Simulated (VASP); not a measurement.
# Be (P1) in VASP: a series of runs, part 2 of 2

VASP 6.6.1. The steps go on from the part before.

### Step 3. Single point, PBE

The input, INCAR:

```
PREC = Accurate
ENCUT = 520
EDIFF = 1E-6
ISMEAR = -1
SIGMA = 0.17
LREAL = Auto
LASPH = T
NELM = 60
ALGO = Fast
ISIF = 2
LWAVE = F
LCHARG = F
GGA = PE
NBANDS = 60
```

The input, KPOINTS:

```
regular mesh
0
Gamma
  2 2 2
```

The input, POSCAR:

```
Be
1.0
    7.0917640000      0.0000000000      0.0000000000
   -3.5458820000      6.1416480000      0.0000000000
    0.0000000000      0.0000000000      7.4085300000
Be
36
Direct
   -0.0153067726     -0.0682064488     -0.0427885154
    0.0446295551      0.1489339669      0.2030497278
    0.0356095511     -0.0410801791      0.5049044817
    0.1029335121      0.1903560738      0.7738242269
   -0.0536812758      0.2951325117     -0.0107173758
    0.0830446356      0.4596974623      0.2484163525
   -0.0044335911      0.2478813504      0.4934987103
    0.1031493211      0.5054343720      0.7552780376
    0.0341140627      0.6296681282      0.0038874109
    0.1096079978      0.8629768427      0.2714978545
    0.0303367453      0.6504280284      0.4999642304
    0.1502278777      0.8443824850      0.7624049575
    0.3284348366     -0.0389797657      0.0495374926
    0.4560696590      0.1436422276      0.2774909462
    0.3321650128     -0.0229742896      0.5202516559
    0.4798365785      0.1595337278      0.7795068657
    0.3203711704      0.2509098535      0.0076938340
    0.4258322076      0.4843651085      0.2461621941
    0.3381626852      0.2729560535      0.4990328716
    0.4145321608      0.4452388024      0.7427789319
    0.2988523686      0.5461237765      0.0103124372
    0.3472698789      0.7792859506      0.2938234711
    0.3101558215      0.6149815164      0.5230727283
    0.4064761738      0.7998667459      0.7713001095
    0.6813567295     -0.0520544323     -0.0162785330
    0.7450936736      0.1677237119      0.2438000521
    0.6749864697     -0.0415849296      0.4714835467
    0.7529306637      0.1608363097      0.7697613427
    0.6218117844      0.2800551253      0.0453531267
    0.7796225955      0.4953067971      0.2907054436
    0.6657653211      0.3285925862      0.5058898324
    0.7850387034      0.4814342991      0.7698963222
    0.6080225941      0.5757249520     -0.0352431589
    0.7861950444      0.8070797936      0.2341355168
    0.7228854857      0.6474646544      0.5103981492
    0.7478705039      0.8128925656      0.7286195777
```

Potentials or basis: VASP PAW PBE potentials, release 64 (Be).

On the command line:

```
$ cat potpaw_PBE.64/Be/POTCAR > POTCAR
$ mpirun -np 1 vasp_std > vasp.out
```

Run time: 5.7 min. Hardware: 1 thread of Intel Xeon Platinum 8259CL at 2.50GHz (Skylake/Cascade Lake), shared host; peak memory 0.43 GiB.

Results (log left out):

```yaml
Free_energy: -126.4215 eV
Pressure: -5.4 GPa
Largest_force: 2.822 eV/Å
Band_gap_on_the_k_mesh: none (metal or under the smearing width)
```

Forces on the atoms (eV/Å):
```
Be   0.083 -0.577  1.676
Be   0.501 -0.499  0.857
Be  -1.837 -0.023  0.711
Be  -0.273 -0.742 -1.039
Be   0.546  0.092  0.362
Be   0.021  0.632  0.400
Be  -0.318  0.791  0.228
Be  -0.047 -0.613 -0.124
Be  -0.355  0.452  0.385
Be  -0.086 -0.150 -1.041
Be  -0.002 -0.999  0.325
Be  -1.501 -0.121  0.016
Be   0.331 -0.734 -1.495
Be  -1.148  0.468  0.538
Be   1.228 -1.033  0.304
Be  -2.054 -0.147 -0.300
Be  -0.332  0.157 -0.329
Be   0.557  0.553  0.377
Be  -0.878 -0.061  0.009
Be   0.137  1.772 -0.131
Be  -0.498  0.393 -0.402
Be   0.845  0.821 -1.228
Be   1.055 -0.780 -0.083
Be   1.483  0.953  0.285
Be  -0.065 -0.388  0.730
Be   1.510  0.204  0.419
Be  -0.360 -1.021  0.870
Be   1.329 -0.034 -1.767
Be   1.058  0.225 -1.206
Be  -0.207  0.522 -2.188
Be   0.715 -2.152  1.679
Be  -0.405  0.579  0.125
Be   0.707  1.245  1.393
Be  -0.610  0.160 -0.278
Be  -1.004 -0.884 -1.125
Be  -0.124  0.939  1.046
```

Stress tensor (GPa, compression positive):
```
-3.39 -0.48  0.07
-0.48 -4.77 -1.05
 0.07 -1.05 -7.99
```

Levels at points of the mesh, in eV from the Fermi level:
```tsv
k point	band 32	band 33	band 34	band 35	band 36	band 37	band 38	band 39	band 40	band 41
(0.00, 0.00, 0.00)	-0.55	-0.31	-0.29	-0.05	0.09	0.22	0.24	0.41	0.50	0.60
(0.50, 0.00, 0.00)	-1.05	-0.81	-0.75	-0.36	-0.06	0.64	0.81	0.95	1.04	1.21
(0.00, 0.50, 0.00)	-1.22	-0.74	-0.69	-0.28	-0.05	0.66	0.91	1.09	1.31	1.37
(0.50, 0.50, 0.00)	-1.05	-0.81	-0.70	-0.45	-0.20	0.51	0.79	1.13	1.19	1.23
(0.00, 0.00, 0.50)	-1.33	-1.20	-1.00	-0.84	-0.74	-0.57	-0.40	0.25	0.30	2.00
(0.50, 0.00, 0.50)	-1.49	-1.19	-0.98	-0.89	-0.73	0.97	1.06	1.36	1.39	1.64
(0.00, 0.50, 0.50)	-1.43	-1.16	-1.02	-0.71	-0.60	0.45	0.85	1.10	1.43	1.75
(0.50, 0.50, 0.50)	-1.42	-1.30	-1.17	-0.89	-0.82	1.15	1.16	1.27	1.45	1.70
```

Caveat: the k mesh is coarse (spacing up to 0.51 Å⁻¹), so the values aren't converged; forces of over 1 eV/Å show positions far from the minimum, so gaps and moduli don't describe the material at rest.

### Step 4. Single point, PBE

The input, INCAR:

```
PREC = Accurate
ENCUT = 520
EDIFF = 1E-7
ISMEAR = -1
SIGMA = 0.17
LREAL = Auto
LASPH = True
NELM = 80
ALGO = Fast
ISIF = 2
LWAVE = False
LCHARG = False
GGA = PE
NBANDS = 60
```

The input, KPOINTS:

```
Automatic mesh
0
Gamma
  2 2 2
```

The input, POSCAR:

```
Be
1.0
    7.0917640000      0.0000000000      0.0000000000
   -3.5458820000      6.1416480000      0.0000000000
    0.0000000000      0.0000000000      7.4085300000
Be
36
Direct
   -0.0300511777     -0.1115987110      0.0170884103
    0.0897116983      0.1520113168      0.2671920071
   -0.0770919682     -0.0684506829      0.4989113900
    0.1166715242      0.1243151675      0.7186040955
    0.0149094741      0.3254012604      0.0080177849
    0.1253527032      0.5126148552      0.2605645114
    0.0122130238      0.3094609134      0.4935796980
    0.0751229086      0.4999472454      0.7586660242
    0.0115233069      0.6074428232      0.0038874109
    0.1840175805      0.8758072752      0.2481193975
   -0.0300535577      0.5871225443      0.4981690025
    0.0716839648      0.8255113286      0.7292809775
    0.3228672331     -0.0915715131     -0.0220961513
    0.4554588188      0.1930426491      0.2869395143
    0.3369209619     -0.0929066596      0.5104521410
    0.3840041086      0.1397019171      0.7631473450
    0.2840026844      0.2606629361      0.0115542490
    0.4361961133      0.4866771915      0.2413569224
    0.2711411748      0.2800062784      0.4892333567
    0.4251406499      0.4885659354      0.7596783707
    0.3616997290      0.6101131162     -0.0008368732
    0.4536985213      0.8384720192      0.2484298505
    0.3397182243      0.6045608605      0.4947270241
    0.4782487829      0.8358505730      0.7552375438
    0.6708487779     -0.0537803534      0.0160760637
    0.7673129042      0.2133466457      0.2547468931
    0.6213707286     -0.1087981597      0.5399721672
    0.7569892966      0.1191211219      0.7633768102
    0.6596223789      0.2718325765      0.0020651870
    0.7779103696      0.5039526850      0.2044940089
    0.6802829945      0.2751378783      0.5467346424
    0.7938632094      0.5300206068      0.7913985635
    0.6642890264      0.6436708844      0.0021191788
    0.7361314367      0.8228898823      0.2810544062
    0.6312825175      0.5772066390      0.4974266150
    0.7770382641      0.8366809690      0.7632418307
```

On the command line:

```
$ cat potpaw_PBE.64/Be/POTCAR > POTCAR
$ mpirun -np 1 vasp_std > vasp.out
```

Wall time 6.4 min (1 thread of Intel Xeon Platinum 8259CL at 2.50GHz (Skylake/Cascade Lake), shared host); peak memory 0.43 GiB.

The run converged. Its results:

```
Free energy            : -126.0248 eV
Pressure               : -5.0 GPa
Largest force          : 3.313 eV/Å
Band gap on the k mesh : none (metal or under the smearing width)
```

Forces on the atoms (eV/Å):
```
Be   0.495  1.307  0.056
Be  -0.550 -0.179 -1.410
Be   1.956  0.554  0.463
Be  -2.779  1.192  1.354
Be  -0.040 -1.949  0.179
Be  -0.237 -0.022 -0.484
Be  -0.889 -1.169  0.695
Be   0.800  0.239 -0.649
Be  -0.066  0.795  0.288
Be  -2.058 -1.150 -0.157
Be   0.045  0.726 -0.011
Be   1.318 -0.552  0.416
Be  -0.107  0.688  0.609
Be   0.162 -0.121 -0.543
Be  -0.708  0.672  0.007
Be   2.347  0.684 -0.098
Be   1.188 -0.201 -0.376
Be  -0.189  0.095  0.397
Be   2.617  0.396  0.430
Be   0.303 -0.669 -0.565
Be  -1.999  0.167  0.185
Be  -0.480  0.090  0.166
Be  -0.805  0.145  0.401
Be  -2.093 -1.336  1.597
Be   0.139  0.503  0.167
Be   1.431 -1.036  0.365
Be   0.879  1.190 -2.337
Be   0.396  1.623 -0.018
Be  -0.440 -0.560 -0.278
Be  -0.709  0.853  1.832
Be  -0.483 -0.073 -0.645
Be  -0.813 -0.761 -1.395
Be   0.012 -1.524  0.276
Be   0.621 -0.190 -1.360
Be   0.628 -0.083  0.253
Be   0.108 -0.345  0.191
```

Stress tensor (GPa, compression positive):
```
  0.43  -0.12   0.19
 -0.12  -5.27  -0.76
  0.19  -0.76 -10.04
```

Levels at points of the mesh, in eV from the Fermi level:
```
           k point  band 33  band 34  band 35  band 36  band 37  band 38  band 39  band 40
(0.00, 0.00, 0.00)    -0.25    -0.21    -0.05     0.06     0.12     0.22     0.29     0.51
(0.50, 0.00, 0.00)    -0.76    -0.72    -0.32    -0.04     0.64     1.02     1.16     1.31
(0.00, 0.50, 0.00)    -0.76    -0.61    -0.53    -0.06     0.61     0.67     1.25     1.30
(0.50, 0.50, 0.00)    -0.67    -0.41    -0.40    -0.16     0.70     0.89     1.02     1.34
(0.00, 0.00, 0.50)    -0.98    -0.89    -0.68    -0.67    -0.43    -0.19    -0.01     0.18
(0.50, 0.00, 0.50)    -1.09    -1.05    -0.73    -0.66     1.03     1.18     1.36     1.47
(0.00, 0.50, 0.50)    -1.21    -1.14    -0.83    -0.55     0.80     0.91     1.35     1.58
(0.50, 0.50, 0.50)    -1.11    -0.97    -0.76    -0.55     0.99     1.12     1.30     1.67
```

Caveat: the k mesh is coarse (spacing up to 0.51 Å⁻¹), so the values aren't converged; forces of over 1 eV/Å show positions far from the minimum, so gaps and moduli don't describe the material at rest.
